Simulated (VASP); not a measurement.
# Al (Im-3m) in VASP: notebook, part 2 of 2

VASP 6.6.1. Earlier steps stand in the parts before.

### 5 Equation of state, PBEsol, 16.44 Å³/atom (volume scaled by 1.02)

INCAR reads:

```
SYSTEM = Al
  PREC = Accurate
  ENCUT = 520
  EDIFF = 1E-7
  ISMEAR = -1
  SIGMA = 0.05
  LREAL = .False.
  LASPH = .True.
  NELM = 100
  ALGO = Normal
  ISIF = 2
  LWAVE = .False.
  LCHARG = .False.
  GGA = PS
  NBANDS = 8
```

KPOINTS reads:

```
regular mesh
0
Gamma
  12 12 12
  0 0 0
```

POSCAR reads:

```
Al
1.0
   -1.6017568692      1.6017568692      1.6017568692
    1.6017568692     -1.6017568692      1.6017568692
    1.6017568692      1.6017568692     -1.6017568692
Al
1
Direct
    0.0000000000      0.0000000000      0.0000000000
```

Run with:

```bash
$ cat potpaw_PBE.64/Al/POTCAR > POTCAR
$ mpirun -np 1 vasp_std > vasp.out
```

Wall time 5.3 s (1 thread of Intel Xeon Platinum 8259CL at 2.50GHz (Skylake/Cascade Lake), shared host); peak memory 0.13 GiB.

The run converged. Its results:

```
Free energy            : -3.9900 eV
Pressure               : 0.7 GPa
Band gap on the k mesh : none (metal or under the smearing width)
```

Caveat: the PAW data sets were made with another functional, which shifts forces and pressure a little.

### 6 Equation of state, PBEsol, 16.76 Å³/atom (volume scaled by 1.04)

INCAR is that of step 5.

KPOINTS is that of step 5.

POSCAR reads:

```
Al
1.0
   -1.6121581793      1.6121581793      1.6121581793
    1.6121581793     -1.6121581793      1.6121581793
    1.6121581793      1.6121581793     -1.6121581793
Al
1
Direct
    0.0000000000      0.0000000000      0.0000000000
```

Potentials or basis: VASP PAW PBE potentials, release 64 (Al).

Run with:

```bash
$ cat potpaw_PBE.64/Al/POTCAR > POTCAR
$ mpirun -np 1 vasp_std > vasp.out
```

It took 5.3 s on 1 thread of Intel Xeon Platinum 8259CL at 2.50GHz (Skylake/Cascade Lake), shared host; peak memory 0.13 GiB.

The run converged. Its results:

```yaml
Free_energy: -3.9901 eV
Pressure: -0.7 GPa
Band_gap_on_the_k_mesh: none (metal or under the smearing width)
```

Caveat: the PAW data sets were made with another functional, which shifts forces and pressure a little.

### 7 Equation of state, PBEsol, 17.08 Å³/atom (volume scaled by 1.06)

INCAR is that of step 6.

KPOINTS is that of step 6.

POSCAR reads:

```
Al
1.0
   -1.6224269796      1.6224269796      1.6224269796
    1.6224269796     -1.6224269796      1.6224269796
    1.6224269796      1.6224269796     -1.6224269796
Al
1
Direct
    0.0000000000      0.0000000000      0.0000000000
```

Run with:

```bash
$ cat potpaw_PBE.64/Al/POTCAR > POTCAR
$ mpirun -np 1 vasp_std > vasp.out
```

Run time: 5.5 s. Hardware: 1 thread of Intel Xeon Platinum 8259CL at 2.50GHz (Skylake/Cascade Lake), shared host; peak memory 0.13 GiB.

The run converged. Its results:

```
Free energy            : -3.9874 eV
Pressure               : -2.0 GPa
Band gap on the k mesh : none (metal or under the smearing width)
```

Caveat: the PAW data sets were made with another functional, which shifts forces and pressure a little.

### 8 Equation of state, PBEsol

Potentials or basis: VASP PAW PBE potentials, release 64 (Al).

This step only gathers the single runs of the series.

Results:

```
Equilibrium volume                      : 16.60 Å³/atom
Bulk modulus                            : 73 GPa
Pressure derivative of the bulk modulus : 3.9
```

Energy against volume, from the lowest point:
```
volume (Å³/atom)  energy (meV/atom)
          15.149              33.55
          15.471              19.51
          15.793               9.50
          16.116               3.12
          16.438               0.06
          16.760               0.00
          17.083               2.68
```

Caveat: the PAW data sets were made with another functional, which shifts forces and pressure a little.

### 9 Equation of state, PBE, 15.15 Å³/atom (volume scaled by 0.94)

INCAR reads:

```
ALGO = Normal ; EDIFF = 1E-7
ENCUT = 520 ; GGA = PE
ISIF = 2 ; ISMEAR = -1
LASPH = T ; LCHARG = F
LREAL = F ; LWAVE = F
NBANDS = 8 ; NELM = 80
PREC = Accurate ; SIGMA = 0.05
```

KPOINTS reads:

```
k-points
0
Gamma
  12 12 12
```

POSCAR reads:

```
Al
1.0
   -1.5587357247      1.5587357247      1.5587357247
    1.5587357247     -1.5587357247      1.5587357247
    1.5587357247      1.5587357247     -1.5587357247
Al
1
Direct
    0.0000000000      0.0000000000      0.0000000000
```

Potentials or basis: VASP PAW PBE potentials, release 64 (Al).

Run with:

```bash
$ cat potpaw_PBE.64/Al/POTCAR > POTCAR
$ mpirun -np 1 vasp_std > vasp.out
```

It took 6.9 s on 1 thread of Intel Xeon Platinum 8375C at 2.90GHz (Ice Lake), shared host; peak memory 0.12 GiB.

Results (log left out):

```yaml
Free_energy: -3.5977 eV
Pressure: 9.7 GPa
Band_gap_on_the_k_mesh: none (metal or under the smearing width)
```

### 10 Equation of state, PBE, 15.47 Å³/atom (volume scaled by 0.96)

INCAR reads:

```
PREC = Accurate
ENCUT = 520
EDIFF = 1E-7
ISMEAR = -1
SIGMA = 0.05
LREAL = False
LASPH = True
NELM = 100
ALGO = Normal
ISIF = 2
LWAVE = False
LCHARG = False
GGA = PE
NBANDS = 8
```

KPOINTS reads:

```
regular mesh
0
Gamma
  12 12 12
```

POSCAR reads:

```
Al
1.0
   -1.5697130985      1.5697130985      1.5697130985
    1.5697130985     -1.5697130985      1.5697130985
    1.5697130985      1.5697130985     -1.5697130985
Al
1
Direct
    0.0000000000      0.0000000000      0.0000000000
```

Run with:

```bash
$ cat potpaw_PBE.64/Al/POTCAR > POTCAR
$ mpirun -np 1 vasp_std > vasp.out
```

Run time: 11 s. Hardware: 1 thread of Intel Xeon Platinum 8375C at 2.90GHz (Ice Lake), shared host; peak memory 0.12 GiB.

Results (log left out):

- Free energy: -3.6150 eV
- Pressure: 7.5 GPa
- Band gap on the k mesh: none (metal or under the smearing width)

### 11 Equation of state, PBE, 15.79 Å³/atom (volume scaled by 0.98)

INCAR reads:

```
  PREC = Accurate
  ENCUT = 520
  EDIFF = 1E-7
  ISMEAR = -1
  SIGMA = 0.05
  LREAL = False
  LASPH = True
  NELM = 80
  ALGO = Normal
  ISIF = 2
  LWAVE = False
  LCHARG = False
  GGA = PE
  NBANDS = 8
```

KPOINTS is that of step 10.

POSCAR reads:

```
Al
1.0
   -1.5805390481      1.5805390481      1.5805390481
    1.5805390481     -1.5805390481      1.5805390481
    1.5805390481      1.5805390481     -1.5805390481
Al
1
Direct
    0.0000000000      0.0000000000      0.0000000000
```

Run with:

```bash
$ cat potpaw_PBE.64/Al/POTCAR > POTCAR
$ mpirun -np 1 vasp_std > vasp.out
```

Run time: 11 s. Hardware: 1 thread of Intel Xeon Platinum 8375C at 2.90GHz (Ice Lake), shared host; peak memory 0.11 GiB.

It converged, with:

- Free energy: -3.6281 eV
- Pressure: 5.6 GPa
- Band gap on the k mesh: none (metal or under the smearing width)

### 12 Equation of state, PBE, 16.44 Å³/atom (volume scaled by 1.02)

INCAR reads:

```
SYSTEM = Al
PREC = Accurate
ENCUT = 520
EDIFF = 1E-7
ISMEAR = -1
SIGMA = 0.05
LREAL = .FALSE.
LASPH = .TRUE.
NELM = 60
ALGO = Normal
ISIF = 2
LWAVE = .FALSE.
LCHARG = .FALSE.
GGA = PE
NBANDS = 8
```

KPOINTS reads:

```
regular mesh
0
G
  12 12 12
  0 0 0
```

POSCAR reads:

```
Al
1.0
   -1.6017568692      1.6017568692      1.6017568692
    1.6017568692     -1.6017568692      1.6017568692
    1.6017568692      1.6017568692     -1.6017568692
Al
1
Direct
    0.0000000000      0.0000000000      0.0000000000
```

Potentials or basis: VASP PAW PBE potentials, release 64 (Al).

Run with:

```bash
$ cat potpaw_PBE.64/Al/POTCAR > POTCAR
$ mpirun -np 1 vasp_std > vasp.out
```

Wall time 13 s (1 thread of Intel Xeon Platinum 8375C at 2.90GHz (Ice Lake), shared host); peak memory 0.13 GiB.

It converged, with:

```yaml
Free_energy: -3.6435 eV
Pressure: 2.2 GPa
Band_gap_on_the_k_mesh: none (metal or under the smearing width)
```

### 13 Equation of state, PBE, 16.76 Å³/atom (volume scaled by 1.04)

INCAR reads:

```
ALGO     = Normal         # electronic algorithm
EDIFF    = 1E-7           # SCF threshold, eV
ENCUT    = 520            # plane-wave cutoff, eV
GGA      = PE             # functional
ISIF     = 2              # what is computed and relaxed
ISMEAR   = -1             # smearing method
LASPH    = True           # aspherical terms in the spheres
LCHARG   = False          # write CHGCAR
LREAL    = False          # projectors in reciprocal space
LWAVE    = False          # write WAVECAR
NBANDS   = 8              # bands
NELM     = 60             # most SCF steps
PREC     = Accurate       # precision mode
SIGMA    = 0.05           # smearing width, eV
```

KPOINTS reads:

```
k-points
0
Gamma
  12 12 12
```

POSCAR reads:

```
Al
1.0
   -1.6121581793      1.6121581793      1.6121581793
    1.6121581793     -1.6121581793      1.6121581793
    1.6121581793      1.6121581793     -1.6121581793
Al
1
Direct
    0.0000000000      0.0000000000      0.0000000000
```

Run with:

```bash
$ cat potpaw_PBE.64/Al/POTCAR > POTCAR
$ mpirun -np 1 vasp_std > vasp.out
```

Run time: 14 s. Hardware: 1 thread of Intel Xeon Platinum 8375C at 2.90GHz (Ice Lake), shared host; peak memory 0.13 GiB.

It converged, with:

* Free energy: -3.6465 eV
* Pressure: 0.7 GPa
* Band gap on the k mesh: none (metal or under the smearing width)

### 14 Equation of state, PBE, 17.08 Å³/atom (volume scaled by 1.06)

INCAR reads:

```
SYSTEM = Al
ALGO     = Normal         ! electronic algorithm
EDIFF    = 1E-7           ! SCF threshold, eV
ENCUT    = 520            ! plane-wave cutoff, eV
GGA      = PE             ! functional
ISIF     = 2              ! what is computed and relaxed
ISMEAR   = -1             ! smearing method
LASPH    = .TRUE.         ! aspherical terms in the spheres
LCHARG   = .FALSE.        ! write CHGCAR
LREAL    = .FALSE.        ! projectors in reciprocal space
LWAVE    = .FALSE.        ! write WAVECAR
NBANDS   = 8              ! bands
NELM     = 80             ! most SCF steps
PREC     = Accurate       ! precision mode
SIGMA    = 0.05           ! smearing width, eV
```

KPOINTS reads:

```
k-points
0
G
  12 12 12
  0 0 0
```

POSCAR reads:

```
Al
1.0
   -1.6224269796      1.6224269796      1.6224269796
    1.6224269796     -1.6224269796      1.6224269796
    1.6224269796      1.6224269796     -1.6224269796
Al
1
Direct
    0.0000000000      0.0000000000      0.0000000000
```

Run with:

```bash
$ cat potpaw_PBE.64/Al/POTCAR > POTCAR
$ mpirun -np 1 vasp_std > vasp.out
```

It took 11 s on 1 thread of Intel Xeon Platinum 8375C at 2.90GHz (Ice Lake), shared host; peak memory 0.13 GiB.

Results (log left out):

```
Free energy            : -3.6466 eV
Pressure               : -0.6 GPa
Band gap on the k mesh : none (metal or under the smearing width)
```

### 15 Equation of state, PBE

Potentials or basis: VASP PAW PBE potentials, release 64 (Al).

This step only gathers the single runs of the series.

What came out:

```yaml
Equilibrium_volume: 16.93 Å³/atom
Bulk_modulus: 70 GPa
Pressure_derivative_of_the_bulk_modulus: 3.9
```

Energy against volume, from the lowest point:
```
volume (Å³/atom)  energy (meV/atom)
          15.149              48.89
          15.471              31.62
          15.793              18.48
          16.116               9.07
          16.438               3.04
          16.760               0.11
          17.083               0.00
```
